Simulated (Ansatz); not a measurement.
Given:

InN (zinc blende)

```yaml
crystal:
  lattice:
    - [0.00000, 5.04898, 5.04898]
    - [2.52449, 2.52449, 5.04898]
    - [2.52449, 2.52449, 0.00000]
  atoms:
    - { symbol: N, position: [0.00000, 0.75000, 0.75000] }
    - { symbol: N, position: [0.50000, 0.75000, 0.75000] }
    - { symbol: In, position: [0.00000, 0.00000, 0.00000] }
    - { symbol: In, position: [0.50000, 0.00000, 0.00000] }
```

A phonon eigenvector at X = (0.5, 0.5, 0.0) is frozen into this cell: atom i moves by Q times the vector below, so Q is the largest atomic displacement, in Å. The cell is held. It is one choice among 2 degenerate patterns. (q is in reciprocal vectors of the primitive cell; the cell shown is doubled to hold the pattern.)

| atom | x | y | z |
|---|---|---|---|
| N1 | 0.000 | -1.000 | 0.000 |
| N2 | 0.000 | 1.000 | 0.000 |
| In3 | 0.082 | 0.000 | 0.000 |
| In4 | -0.082 | 0.000 | 0.000 |

Level of theory: PBE (plane waves to 420 eV, PAW, scalar-relativistic; Ansatz, an electronic-structure program). k mesh 11×11×11 (Γ-centred), Fermi-Dirac smearing 0.05 eV. The energy includes the smearing's −TS. With partly filled bands, energies and forces of such displacements shift with the k mesh and the smearing. At this level the bands of InN touch or barely overlap; measurements give the solid a gap. InN was relaxed with its symmetry unable to fall. ΔE is measured from the undisplaced structure.

The scan covers Q from -0.280 to 0.280 Å in 13 points.

Problem. Is this a single well or a double well?

Solution. A single well with its minimum at or next to zero displacement.

Problem. Which space group does the distorted structure have?

Solution. C222_1 (No. 20), lowered from F-43m.

Problem. What is the energy change at Q = 0.280 Å?

Solution. 1008 meV/cell.

Problem. What harmonic wavenumber does the curvature at Q = 0 give?

Solution. 488 cm⁻¹.

(For displaced atoms, the force is minus the slope of the energy, and its curvature is a force constant, which sets phonon frequencies.)
